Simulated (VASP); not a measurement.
# Zn (Im-3m) in VASP: a series of runs

One crystal, Zn, is run at these levels: PBE; tasks: single point.

Program: VASP 6.6.1. These are calculated values, not measurements. Logs are shortened: lines on timing, memory, paths and dates and some standing lists are left out, and cuts for length are marked.

### 1 The crystal as given

It takes space group Im-3m (No. 229, cubic). Conventional cell: a = 3.119 Å, b = 3.119 Å, c = 3.119 Å, α = 90.00°, β = 90.00°, γ = 90.00°. Around Zn (site symmetry m-3m) lie 8 Zn at 2.70 Å.

This isn't the form of Zn at room conditions, which is hcp.

### 2 Single point, PBE

INCAR

```
SYSTEM = Zn
PREC = Accurate ; ENCUT = 520
EDIFF = 1E-7 ; ISMEAR = 0
SIGMA = 0.15 ; LREAL = .False.
LASPH = .True. ; NELM = 100
ALGO = Fast ; ISIF = 2
LWAVE = .False. ; LCHARG = .True.
GGA = PE ; LELF = .True.
LVHAR = .True. ; NBANDS = 12
```

KPOINTS

```
regular mesh
0
Gamma
  22 22 22
  0 0 0
```

POSCAR

```
Zn
1.0
    0.0000000000      2.2054975174      1.5592867448
    2.2054975174      0.0000000000      1.5592867448
    2.2054975174      2.2054975174      0.0000000000
Zn
1
Direct
    0.0000000000      0.0000000000      0.0000000000
```

Potentials or basis: VASP PAW PBE potentials, release 64 (Zn).

Started as:

```sh
$ cat potpaw_PBE.64/Zn/POTCAR > POTCAR
$ mpirun -np 1 vasp_std > vasp.out
```

OUTCAR:

```text
SYSTEM = Zn
   PREC = Accurate
   ENCUT = 520
   EDIFF = 1E-7
   ISMEAR = 0
   LREAL = .False.
   LASPH = .True.
   NELM = 100
   ISIF = 2
   GGA = PE

 ion  position               nearest neighbor table
   1  0.000  0.000  0.000-

  LATTYP: Found a body centered tetragonal cell.
 ALAT       =     3.1190445009
 C/A-ratio  =     0.9998489886

  Lattice vectors:

 A1 = (   0.0000000000,  -2.2054975174,  -1.5592867448)
 A2 = (   0.0000000000,   2.2054975174,  -1.5592867448)
 A3 = (   2.2054975174,   0.0000000000,   1.5592867448)

Analysis of symmetry for initial positions (statically):
=====================================================================
 Subroutine PRICEL returns:
 Original cell was already a primitive cell.

 Routine SETGRP: Setting up the symmetry group for a
 body centered tetragonal supercell.

 Subroutine GETGRP returns: Found 16 space group operations
 (whereof 16 operations were pure point group operations)
 out of a pool of 16 trial point group operations.

The static configuration has the point symmetry D_4h.

Analysis of symmetry for dynamics (positions and initial velocities):
=====================================================================
 Subroutine PRICEL returns:
 Original cell was already a primitive cell.

 Routine SETGRP: Setting up the symmetry group for a
 body centered tetragonal supercell.

 Subroutine GETGRP returns: Found 16 space group operations
 (whereof 16 operations were pure point group operations)
 out of a pool of 16 trial point group operations.

The dynamic configuration has the point symmetry D_4h.

 Subroutine INISYM returns: Found 16 space group operations
 (whereof 16 operations are pure point group operations),
 and found     1 'primitive' translations

----------------------------------------------------------------------------------------

                                     Primitive cell

  volume of cell :      15.1694

  direct lattice vectors                    reciprocal lattice vectors
     0.000000000  2.205497517  1.559286745    -0.226706218  0.226706218  0.320659431
     2.205497517  0.000000000  1.559286745     0.226706218 -0.226706218  0.320659431
     2.205497517  2.205497517  0.000000000     0.226706218  0.226706218 -0.320659431

  length of vectors
     2.701035811  2.701035811  3.119044501     0.453446677  0.453446677  0.453446677

  position of ions in fractional coordinates (direct lattice)
     0.000000000  0.000000000  0.000000000

  ion indices of the primitive-cell ions
   primitive index   ion index
                 1           1

----------------------------------------------------------------------------------------

 KPOINTS: regular mesh

Automatic generation of k-mesh.
 Grid dimensions read from file:
 generate k-points for:   22   22   22

 Generating k-lattice:

  Cartesian coordinates                     Fractional coordinates (reciprocal lattice)
    -0.010304828  0.010304828  0.014575429     0.045454545 -0.000000000  0.000000000
     0.010304828 -0.010304828  0.014575429    -0.000000000  0.045454545  0.000000000
     0.010304828  0.010304828 -0.014575429     0.000000000  0.000000000  0.045454545

  Length of vectors
     0.020611213  0.020611213  0.020611213

  Shift w.r.t. Gamma in fractional coordinates (k-lattice)
     0.000000000  0.000000000  0.000000000

 Subroutine IBZKPT returns following result:
 ===========================================

 Found    834 irreducible k-points:

 Following reciprocal coordinates:
            Coordinates               Weight
  0.000000  0.000000  0.000000      1.000000
  0.045455 -0.000000  0.000000      8.000000
  0.090909 -0.000000  0.000000      8.000000
  0.136364 -0.000000  0.000000      8.000000
  0.181818 -0.000000  0.000000      8.000000
  0.227273 -0.000000  0.000000      8.000000
[... 16 lines left out ...]
  0.500000  0.045455  0.000000      8.000000
 -0.454545  0.045455  0.000000      8.000000
 [... further k-points ...]
   k-points           NKPTS =    834   k-points in BZ     NKDIM =    834   number of bands    NBANDS=     12
   number of dos      NEDOS =    301   number of ions     NIONS =      1
   total plane-waves  NPLWV =   9600
   dimension x,y,z NGX =    20 NGY =   20 NGZ =   24
   dimension x,y,z NGXF=    40 NGYF=   40 NGZF=   48
   ions per type =               1
   NGX,Y,Z   is equivalent  to a cutoff of  12.31, 12.31, 12.79 a.u.
   NGXF,Y,Z  is equivalent  to a cutoff of  24.62, 24.62, 25.58 a.u.
 SYSTEM =  Zn
   PREC   = accura    normal or accurate (medium, high low for compatibility)
   ISTART =      0    job   : 0-new  1-cont  2-samecut
   ICHARG =      2    charge: 1-file 2-atom 10-const
   ISPIN  =      1    spin polarized calculation?
   LNONCOLLINEAR =      F non collinear calculations
   LSORBIT =      F    spin-orbit coupling
   LASPH  =      T    aspherical Exc in radial PAW
   ENCUT  =  520.0 eV  38.22 Ry    6.18 a.u.   5.02  5.02  5.80*2*pi/ulx,y,z
   NELM   =    100;   NELMIN=  2; NELMDL= -5     # of ELM steps
   EDIFF  = 0.1E-06   stopping-criterion for ELM
   LREAL  =      F    real-space projection
   EDIFFG = 0.1E-05   stopping-criterion for IOM
   NSW    =      0    number of steps for IOM
   IBRION =     -1    ionic relax: 0-MD 1-quasi-New 2-CG
   NFREE  =      0    steps in history (QN), initial steepest desc. (CG)
   ISIF   =      2    stress and relaxation
   ISYM   =      2    0-nonsym 1-usesym 2-fastsym
   POTIM  = 0.5000    time-step for ionic-motion
   TEBEG  =    0.0;   TEEND  =   0.0 temperature during run
   PSTRESS=    0.0 pullay stress
   NELECT =      12.0000    total number of electrons
   NUPDOWN=      -1.0000    fix difference up-down
   EMIN   =  10.00;   EMAX   =-10.00  energy-range for DOS
   EFERMI =   0.00;   METHOD = LEGACY
   ISMEAR =     0;   SIGMA  =   0.15  broadening in eV -4-tet -1-fermi 0-gaus
   EFERMI_NEDOS =   21; number of points for ismear=-14 and -15
   IALGO  =     68    algorithm
   IMIX   =      4    mixing-type and parameters
     AMIX     =   0.40;   BMIX     =  1.00
     AMIX_MAG =   1.60;   BMIX_MAG =  1.00
  volume/ion in A,a.u.               =      15.17       102.37
  Fermi-wavevector in a.u.,A,eV,Ry     =   1.514069  2.861175 31.190044  2.292404
  Thomas-Fermi vector in A             =   2.623775
   LORBIT       =      0    0 simple, 1 ext, 2 COOP (PROOUT), +10 PAW based schemes
   GGA     = PE    functional components
   LHFCALC =     F    Hartree Fock is set to
   AEXX    =    0.0000 exact exchange contribution
   IVDW    =     0    specifies the selected vdW correction
   LEPSILON=     F    determine dielectric tensor
   LRPA    =     F    only Hartree local field effects (RPA)
 non-spin polarized calculation
 RMM-DIIS sequential band-by-band and
 Gauss-broadening in eV      SIGMA  =   0.15
  energy-cutoff  :      520.00
  volume of cell :       15.17
 maximum number of plane-waves:       420
   NGX =  9   NGY =  9   NGZ = 11

 number of electron      12.0000010 magnetization

 Free energy of the ion-electron system (eV)
  ---------------------------------------------------
  ext. energy  EPLUGINS =         0.00000000
  ---------------------------------------------------
  free energy    TOTEN  =        -1.02434775 eV

  energy without entropy =       -1.02040458  energy(sigma->0) =       -1.02237617

 E-fermi :   3.2799     XC(G=0): -11.5793

 val. band max:        3.2711227633   @ k =   0.5000   0.0455   0.0909
 cond. band min:       3.3024683494   @ k =  -0.4091   0.0455   0.4091
 fundamental gap:      0.0313455862
 Fermi energy:         3.2799210944

 k-point     1 :       0.0000    0.0000    0.0000
  band No.  band energies     occupation
      1      -7.2645      2.00000
      2      -4.5852      2.00000
      3      -4.5849      2.00000
      4      -4.5849      2.00000
      5      -4.0722      2.00000
      6      -4.0719      2.00000
      7      22.4885      0.00000
      8      22.4885      0.00000
      9      22.4907      0.00000
     10      24.0936      0.00000
     11      24.0936      0.00000
     12      24.0964      0.00000

 k-point     2 :       0.0455   -0.0000    0.0000
  band No.  band energies     occupation
      1      -7.1983      2.00000
      2      -4.5914      2.00000
      3      -4.5835      2.00000
      4      -4.5693      2.00000
      5      -4.0781      2.00000
      6      -4.0717      2.00000
      7      21.4577      0.00000
      8      21.9309      0.00000
      9      22.1789      0.00000
     10      23.3005      0.00000
     11      23.5176      0.00000
     12      23.8976      0.00000

 k-point     3 :       0.0909   -0.0000    0.0000
  band No.  band energies     occupation
      1      -7.0016      2.00000
      2      -4.6100      2.00000
      3      -4.5789      2.00000
      4      -4.5227      2.00000
      5      -4.0946      2.00000
      6      -4.0705      2.00000
      7      19.2583      0.00000
      8      20.8507      0.00000
      9      21.3504      0.00000
     10      22.6176      0.00000
     11      22.7150      0.00000
     12      23.9073      0.00000
[... 286 lines left out ...]
 k-point    23 :       0.5000    0.0455    0.0000
  band No.  band energies     occupation
      1      -5.2299      2.00000
      2      -4.8763      2.00000
      3      -4.1096      2.00000
      4      -4.0767      2.00000
      5      -3.7308      2.00000
      6       0.6018      2.00000
      7       2.2978      2.00000
      8      14.2117      0.00000
      9      15.7240      0.00000
     10      19.1674      0.00000
     11      20.5222      0.00000
     12      29.4030      0.00000

 k-point    24 :      -0.4545    0.0455    0.0000
  band No.  band energies     occupation
      1      -5.2237      2.00000
      2      -4.8702      2.00000
      3      -4.1168      2.00000
      4      -4.0741      2.00000
      5      -3.7499      2.00000
      6      -0.1856      2.00000
      7       3.2144      1.46350
      8      14.2969      0.00000
      9      15.7933      0.00000
     10      19.2180      0.00000
     11      20.5504      0.00000
     12      28.5313      0.00000

 [... further k-points ...]
[... 5 lines left out ...]
  --------------------------------------------------------------------------------------
  -------------------------------------------------------------------------------------
  Total        0.1292610      0.1292610      0.1285298      0.0000000      0.0000000     -0.0000000
  in kB       13.6524037     13.6524037     13.5751705      0.0000000      0.0000000     -0.0000000
  external PRESSURE =      13.6266593 kB  Pullay stress =       0.0000000 kB

 VOLUME and BASIS-vectors are now :
 -----------------------------------------------------------------------------
  energy-cutoff  :      520.00
  volume of cell :       15.17
      direct lattice vectors                 reciprocal lattice vectors
     0.000000000  2.205497517  1.559286745    -0.226706218  0.226706218  0.320659431
     2.205497517  0.000000000  1.559286745     0.226706218 -0.226706218  0.320659431
     2.205497517  2.205497517  0.000000000     0.226706218  0.226706218 -0.320659431

 POSITION                                       TOTAL-FORCE (eV/Angst)
 -----------------------------------------------------------------------------------
      0.00000      0.00000      0.00000        -0.000000      0.000000     -0.000000
 -----------------------------------------------------------------------------------
    total drift:                                0.000000     -0.000000      0.000000

  FREE ENERGIE OF THE ION-ELECTRON SYSTEM (eV)
  ---------------------------------------------------
  free  energy   TOTEN  =        -1.0243477495 eV

  energy  without entropy=       -1.0204045805  energy(sigma->0) =       -1.02237617
```

Run time: 1.9 min. Hardware: 1 thread of Intel Xeon Platinum 8259CL at 2.50GHz (Skylake/Cascade Lake), shared host; peak memory 0.25 GiB.

What came out:

| Item | Value |
| --- | --- |
| Free energy | -1.0243 eV |
| Pressure | 1.4 GPa |
| Band gap on the k mesh | none (metal or under the smearing width) |

### 3 Single point, PBE

This run uses another cell than the first one, of the same volume but with other edges.

INCAR

```
ALGO = Fast
EDIFF = 1E-6
ENCUT = 520
GGA = PE
ISIF = 2
ISMEAR = 0
LASPH = T
LCHARG = F
LREAL = F
LWAVE = F
NBANDS = 12
NELM = 100
PREC = Accurate
SIGMA = 0.15
```

KPOINTS

```
k-points
0
Gamma
  22 22 22
```

POSCAR

```
Zn
1.0
    0.0000000000      2.1344280041      1.6648538432
    2.1344280041      0.0000000000      1.6648538432
    2.1344280041      2.1344280041      0.0000000000
Zn
1
Direct
    0.0000000000      0.0000000000      0.0000000000
```

Potentials or basis: VASP PAW PBE potentials, release 64 (Zn).

Started as:

```sh
$ cat potpaw_PBE.64/Zn/POTCAR > POTCAR
$ mpirun -np 1 vasp_std > vasp.out
```

It took 1.9 min on 1 thread of Intel Xeon Platinum 8259CL at 2.50GHz (Skylake/Cascade Lake), shared host; peak memory 0.25 GiB.

Results (log left out):

* Free energy: -1.0380 eV
* Pressure: 1.0 GPa
* Band gap on the k mesh: none (metal or under the smearing width)

Stress tensor (GPa, compression positive):
```
-0.42  0.00  0.00
 0.00 -0.42  0.00
 0.00  0.00  3.71
```

Levels at points of the mesh, in eV from the Fermi level:
```tsv
k point	band 4	band 5	band 6	band 7	band 8	band 9
(0.00, 0.00, 0.00)	-7.74	-7.44	-7.30	18.47	18.95	18.95
(0.50, 0.00, 0.00)	-7.28	-7.03	-2.93	-1.29	12.19	13.62
(0.50, 0.50, 0.00)	-7.07	-7.07	2.31	5.21	5.21	6.03
(0.50, 0.00, 0.50)	-7.25	-6.99	-2.38	-0.34	10.10	11.19
```
